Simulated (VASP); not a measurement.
CdSe:

```
CELL_PARAMETERS angstrom
0.00000 2.87396 2.87396
2.87396 0.00000 2.87396
2.87396 2.87396 0.00000
ATOMIC_POSITIONS crystal
Cd 0.00000 0.00000 0.00000
Se 0.50000 0.50000 0.50000
```

Measurements of this composition are mostly on another form, of space group No. 186.

| Item | Value |
| --- | --- |
| Program | VASP 6.6.1 |
| Task | relaxation of cell and atoms |
| Functional | PBEsol |
| Potentials or basis | VASP PAW PBE potentials, release 64 (Cd, Se) |
| Cutoff | 600 eV |
| k mesh | 4 × 4 × 4 |
| Occupations | gaussian, width 0.1 eV |
| Spin | no spin polarisation |

At the start: pressure -3.1 GPa; volume 23.74 Å³/atom.

Question: Where does the relaxation end?

Answer: Over 3 steps the energy falls by 12.4 meV/atom and the volume is 22.53 Å³/atom (-5.1 %); space group Fm-3m (No. 225, to 0.05 Å).

Step by step:
```
step  energy change (eV)  largest force (eV/Å)  pressure (GPa)  volume (Å³)
   1              0.0000                0.0000           -3.05        47.48
   2             -0.0228                0.0000            1.03        44.43
   3             -0.0248                0.0000            0.01        45.06
```

Final structure:
```
CELL_PARAMETERS angstrom
0.00000 2.82428 2.82428
2.82428 0.00000 2.82428
2.82428 2.82428 0.00000
ATOMIC_POSITIONS crystal
Cd 0.00000 0.00000 0.00000
Se 0.50000 0.50000 0.50000
```

Caveat: the k mesh is coarse (spacing up to 0.47 Å⁻¹), so the values aren't converged; the PAW data sets were made with another functional, which shifts forces and pressure a little.
